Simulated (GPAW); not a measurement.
# Hf2N (P4_2/mnm) in GPAW: band structure with LDA

Aim: the band structure of Hf2N with LDA.

Everything below comes from runs of GPAW 26.7.0. Logs are shortened: lines on timing, memory, paths and dates and some standing lists are left out, and cuts for length are marked. The log counts tension as positive stress, the text compression.

## (1) The structure

It takes space group P4_2/mnm (No. 136, tetragonal). Conventional cell: a = 5.313 Å, b = 5.313 Å, c = 3.242 Å, α = 90.00°, β = 90.00°, γ = 90.00°. Hf (site symmetry m2m) has 3 N at 2.22 to 2.23 Å as nearest neighbours. Around N (site symmetry mmm) lie 6 Hf at 2.22 to 2.23 Å.

The cell comes from a database or a generator and needn't be the stable form of this composition.

## (2) Band structure, LDA

run.py

```python
from ase import Atoms
from ase.dft.bandgap import bandgap
from ase.io import write
from ase.units import GPa
from ase.parallel import parprint
from gpaw import GPAW, PW

atoms = Atoms(['Hf', 'Hf', 'Hf', 'Hf', 'N', 'N'],
              cell=[[5.31312402, 0.0, 0.0],
                    [0.0, 5.31312402, 0.0],
                    [0.0, 0.0, 3.24209839]],
              scaled_positions=[[0.20446363, 0.79553637, 0.5],
                                [0.79553637, 0.20446363, 0.5],
                                [0.70446363, 0.70446363, 0.0],
                                [0.29553637, 0.29553637, 0.0],
                                [0.5, 0.5, 0.5],
                                [0.0, 0.0, 0.0]],
              pbc=True)

calc = GPAW(mode=PW(800),
            xc='LDA',
            kpts={'size': (4, 4, 6), 'gamma': True},
            occupations={'name': 'fermi-dirac', 'width': 0.05},
            nbands=53,
            convergence={'density': 1e-05, 'energy': 1e-05},
            maxiter=150,
            txt='gpaw.txt')
atoms.calc = calc
energy = atoms.get_potential_energy()
forces = atoms.get_forces()
stress = atoms.get_stress()
calc.write('gs.gpw')
write('result.traj', atoms)
parprint(f'Energy: {energy:.6f} eV')
parprint('Forces (eV/A):')
parprint(forces.round(4))
parprint('Stress (GPa):', (stress / GPa).round(3))
parprint('Fermi level:', round(calc.get_fermi_level(), 4), 'eV')
parprint(f'Gap: {bandgap(calc)[0]:.4f} eV, direct: {bandgap(calc, direct=True)[0]:.4f} eV')

path = atoms.cell.bandpath('GXMGZRAZ,XR,MA', npoints=80, eps=1e-4)
bs_calc = calc.fixed_density(kpts=path, symmetry='off', nbands=76,
                             convergence={'bands': 'CBM+6.0', 'eigenstates': 1e-6}, txt='bands.txt')
bs = bs_calc.band_structure()
bs.write('bs.json')
parprint(f'Gap on the path: {bandgap(bs_calc)[0]:.4f} eV')
```

Potentials or basis: the program's PAW data sets (release 1.2.1) made for this functional, pw.

The run is started by

```console
$ OMP_NUM_THREADS=1 mpirun -n 4 gpaw python run.py
```

gpaw.txt:

```text
__  _  _
 | _ |_)|_||  |
 |__||  | ||/\| - 26.7.0

Input parameters:
  mode=PW(ecut=800.0),
  convergence={'density': 1e-05, 'energy': 1e-05},
  kpts=MonkhorstPack(size=(4, 4, 6), gamma=True),
  maxiter=150,
  nbands=53,
  occupations=Occupations(name='fermi-dirac', width=0.05),
  xc=XC(name='LDA')

Diagonalizing LCAO Hamiltonian
Converting LCAO to pw mode
    .------------.
   /|            |
  / |            |
 *  | Hf N       |
 |  .-------Hf---.
 | /        Hf  /
 |/   Hf       /
 N------------*

Atoms  # Å, Bohr magnetons
|   | symbol |        x |        y |        z |    initial magnetic moments |
|---|--------|----------|----------|----------|-----------------------------|
| 0 |     Hf | 1.086341 | 4.226783 | 1.621049 | ( 0.0000,  0.0000,  0.0000) |
| 1 |     Hf | 4.226783 | 1.086341 | 1.621049 | ( 0.0000,  0.0000,  0.0000) |
| 2 |     Hf | 3.742903 | 3.742903 | 0.000000 | ( 0.0000,  0.0000,  0.0000) |
| 3 |     Hf | 1.570221 | 1.570221 | 0.000000 | ( 0.0000,  0.0000,  0.0000) |
| 4 |      N | 2.656562 | 2.656562 | 1.621049 | ( 0.0000,  0.0000,  0.0000) |
| 5 |      N | 0.000000 | 0.000000 | 0.000000 | ( 0.0000,  0.0000,  0.0000) |

Unit cell  # Å
| periodic |        x |        y |        z |  lengths |    angles |
|----------|----------|----------|----------|----------|-----------|
|      yes | 5.313124 | 0.000000 | 0.000000 | 5.313124 | 90.000000 |
|      yes | 0.000000 | 5.313124 | 0.000000 | 5.313124 | 90.000000 |
|      yes | 0.000000 | 0.000000 | 3.242098 | 3.242098 | 90.000000 |

Number of symmetries: 8
Symmetry operations  # r_c * U_cc + t_c -> r_c
|   | kind |            matrix            |
|---|------|------------------------------|
| 0 |  E   |  1, 0, 0,  0, 1, 0,  0, 0, 1 |
| 1 |  σ   |  1, 0, 0,  0, 1, 0,  0, 0,-1 |
| 2 |  σ   |  0, 1, 0,  1, 0, 0,  0, 0, 1 |
| 3 |  C2  |  0, 1, 0,  1, 0, 0,  0, 0,-1 |
| 4 |  σ   |  0,-1, 0, -1, 0, 0,  0, 0, 1 |
| 5 |  C2  |  0,-1, 0, -1, 0, 0,  0, 0,-1 |
| 6 |  C2  | -1, 0, 0,  0,-1, 0,  0, 0, 1 |
| 7 |  i   | -1, 0, 0,  0,-1, 0,  0, 0,-1 |

BZ-sampling:
  Number of BZ points: 96
  Number of IBZ points: 28

  Monkhorst-Pack size: [4, 4, 6]
  Monkhorst-Pack shift: [0.125, 0.125, 0.08333333333333333]

K-points  # in reciprocal-cell coordinates
|     |                                coordinates |     weight |
|-----|--------------------------------------------|------------|
|   0 | (  0.00000000,   0.00000000,   0.00000000) | 0.01041667 |
|   1 | (  0.00000000,   0.00000000,   0.16666667) | 0.02083333 |
|   2 | (  0.00000000,   0.00000000,   0.33333333) | 0.02083333 |
|   3 | (  0.00000000,   0.00000000,   0.50000000) | 0.01041667 |
|   4 | (  0.25000000,  -0.25000000,   0.00000000) | 0.02083333 |
|   5 | (  0.25000000,  -0.25000000,   0.16666667) | 0.04166667 |
|   6 | (  0.25000000,  -0.25000000,   0.33333333) | 0.04166667 |
|   7 | (  0.25000000,  -0.25000000,   0.50000000) | 0.02083333 |
|   8 | (  0.25000000,   0.00000000,   0.00000000) | 0.04166667 |
|   9 | (  0.25000000,   0.00000000,   0.16666667) | 0.08333333 |
| ... |                                            |            |
|  27 | (  0.50000000,   0.50000000,   0.50000000) | 0.01041667 |

Plane wave coefficients: 4767
Cutoff: 800.0 eV

Spin-components: 1 (collinear spins)
Bands:           53
Projectors:      34
Spin-degeneracy: 2
Datatype:        complex128

Parallelization:
  kpt:    4
  domain: 1
  band:   1

Density:
  Valence electrons: 58.0
  Components: 1
  Grid points: [35 35 24]
  Charge: 0.0  # |e|

Potential:
  Grid points: [35 35 24]

species:
  Hf:
    name:    Hafnium
    Z:       72.0
    valence: 12
    core:    60
    charge:  0.0  # [|e|]
    compensation charges:
      type: gauss
      rc: 0.41  # [Å]
      lmax: 2
    cutoffs:
      filter: 2.36  # [Å]
      core: 4.02  # [Å]
    projectors
    | kind |    occ | energy [eV] | rcut [Å] |
    |------|--------|-------------|----------|
    |   5s |  2.000 |     -66.988 |    1.397 |
    |   6s |  2.000 |      -5.250 |    1.397 |
    |   5p |  6.000 |     -35.740 |    1.307 |
    |   6p |  0.000 |      -1.470 |    1.307 |
    |   5d |  2.000 |      -2.880 |    1.334 |
    |    d |        |      24.331 |    1.334 |

    Using partial waves for Hf as LCAO basis

  N:
    name:    Nitrogen
    Z:       7.0
    valence: 5
    core:    2
    charge:  0.0  # [|e|]
    compensation charges:
      type: gauss
      rc: 0.18  # [Å]
      lmax: 2
    cutoffs:
      filter: 1.11  # [Å]
      core: 0.96  # [Å]
    projectors
    | kind |    occ | energy [eV] | rcut [Å] |
    |------|--------|-------------|----------|
    |   2s |  2.000 |     -18.420 |    0.603 |
    |   2p |  3.000 |      -7.237 |    0.529 |
    |    s |        |       8.791 |    0.603 |
    |    p |        |      19.974 |    0.529 |
    |    d |        |       0.000 |    0.577 |

    Using partial waves for N as LCAO basis

Reference energy: -1641507.062840  # eV

eigensolver:
  PPCG
  Converge bands: occupied
  niter=2

density mixing:
  MSR1-Mixer
  Pratt-step length: 0.05
  Maximum mixing coefficient: 0.75
  Old densities: 10
  SVD Regularization: 0.005
  Good broyden scale: 1.0
  Trust region scale: 1.0
  Backstep threshold: 4.0
  History deletion threshold: 6.0
  Fourier metric: weight=20.0, sigma=0.015

occupation numbers:
  Fermi-Dirac:
    width: 0.0500  # eV

poisson solver:
  ecut: 6400.0  # eV

xc functional:
  name: None

convergence criteria:
- Maximum integral of absolute [dens]ity change: 1e-05 electrons / valence electron
- Maximum [total energy] change in last 3 cyles: 1e-05 eV / valence electron
- Maximum integral of absolute [eigenst]ate change: 4e-08 eV^2 / valence electron
maximum number of iterations: 150

SCF iterations
|iter     | |      energy | eigst |  dens |
|---------|-|-------------|-------|-------|
|iter:   1| |  -63.994531 | +0.16 |       |
|iter:   2| |  -62.760028 | -1.79 | -1.06 |
|iter:   3| |  -60.137674 | -0.97 | -1.12 |
|iter:   4| |  -60.083528 | -2.12 | -1.65 |
|iter:   5| |  -60.100406 | -2.63 | -1.86 |
|iter:   6| |  -60.100370 | -3.74 | -2.54 |
|iter:   7| |  -60.100393c| -4.61 | -3.00 |
|iter:   8| |  -60.100265c| -5.35 | -3.43 |
|iter:   9| |  -60.100264c| -7.13 | -4.08 |
|iter:  10| |  -60.100264c| -7.96c| -4.42 |
|iter:  11| |  -60.100264c| -8.47c| -5.17c|

Converged in 11 steps
Energy contributions relative to reference atoms: (reference = -1641507.062840)

Energy contributions:
  Kinetic:          50.327813
  Coulomb:         -51.033925
  Zero:             -1.656365
  External:          0.000000
  Xc:              -57.728663
  Entropy:          -0.018247
  Spinorbit:         0.000000
  ----------------------------
  Free energy:     -60.109387
  Extrapolated:    -60.100264

dipole moment: (-13.174197, -13.174197, -31.590352)  # |e|*Ang

Fermi level: 10.792
Eigenvalues  # (at kpt = [0.000, 0.000, 0.000])
| band index |      eig [eV] | occ [0-2] |
|------------|---------------|-----------|
|          0 |       -50.657 |     2.000 |
|        ... |               |           |
|         18 |         4.102 |     2.000 |
|         19 |         4.103 |     2.000 |
|         20 |         5.344 |     2.000 |
|         21 |         6.144 |     2.000 |
|         22 |         6.359 |     2.000 |
|         23 |         6.359 |     2.000 |
[... 8 lines left out ...]
|         32 |        12.566 |     0.000 |
|         33 |        12.566 |     0.000 |
|        ... |               |           |
|         52 |        26.179 |     0.000 |

No gap
No difference between direct/indirect transitions

Forces  # eV/Ang
|        x |        y |       z |
|----------|----------|---------|
|  0.01986 | -0.01986 | 0.00000 |  # Hf   0
| -0.01986 |  0.01986 | 0.00000 |  # Hf   1
|  0.01982 |  0.01982 | 0.00000 |  # Hf   2
| -0.01982 | -0.01982 | 0.00000 |  # Hf   3
| -0.00000 |  0.00000 | 0.00000 |  # N    4
| -0.00000 |  0.00000 | 0.00000 |  # N    5

Stress tensor  # eV/Ang^3
|        x |        y |        z |
|----------|----------|----------|
| 0.043506 | 0.000001 | 0.000000 |
| 0.000001 | 0.043506 | 0.000000 |
| 0.000000 | 0.000000 | 0.050925 |

# Writing to gs.gpw (mode='')
```

It took 2.6 min on 4 MPI ranks of Intel Xeon Platinum 8488C (Sapphire Rapids), shared host; peak memory 0.47 GiB.

What came out:

| Quantity | Value |
| --- | --- |
| Free energy | -60.1094 eV |
| Pressure | -7.4 GPa |
| Largest force | 0.028 eV/Å |
| Band gap along the path | none (metal or under the smearing width) |

Forces on the atoms (eV/Å):
```
Hf   0.020 -0.020  0.000
Hf  -0.020  0.020  0.000
Hf   0.020  0.020  0.000
Hf  -0.020 -0.020  0.000
N    0.000  0.000  0.000
N    0.000  0.000  0.000
```

Levels at the corners of the path, in eV from the Fermi level:
```tsv
point	band 27	band 28	band 29	band 30	band 31	band 32	band 33	band 34
Γ	0.01	0.82	1.05	1.17	1.17	1.61	1.77	1.77
X	-0.98	-0.98	1.49	1.49	1.87	1.87	2.00	2.00
M	-1.33	-1.33	1.12	1.12	1.55	1.55	1.88	1.88
Γ	0.01	0.82	1.05	1.17	1.17	1.61	1.77	1.77
Z	-1.18	-1.18	-1.17	-1.17	2.21	2.21	3.70	3.70
R	-1.07	-1.07	-0.86	-0.86	1.81	1.81	3.84	3.84
A	-0.80	-0.80	-0.47	-0.47	1.33	1.33	2.97	2.97
Z	-1.18	-1.18	-1.17	-1.17	2.21	2.21	3.70	3.70
X	-0.98	-0.98	1.49	1.49	1.87	1.87	2.00	2.00
R	-1.07	-1.07	-0.86	-0.86	1.81	1.81	3.84	3.84
M	-1.33	-1.33	1.12	1.12	1.55	1.55	1.88	1.88
A	-0.80	-0.80	-0.47	-0.47	1.33	1.33	2.97	2.97
```

Caveat: spin-orbit coupling is left out, which moves the levels of the heavy elements.
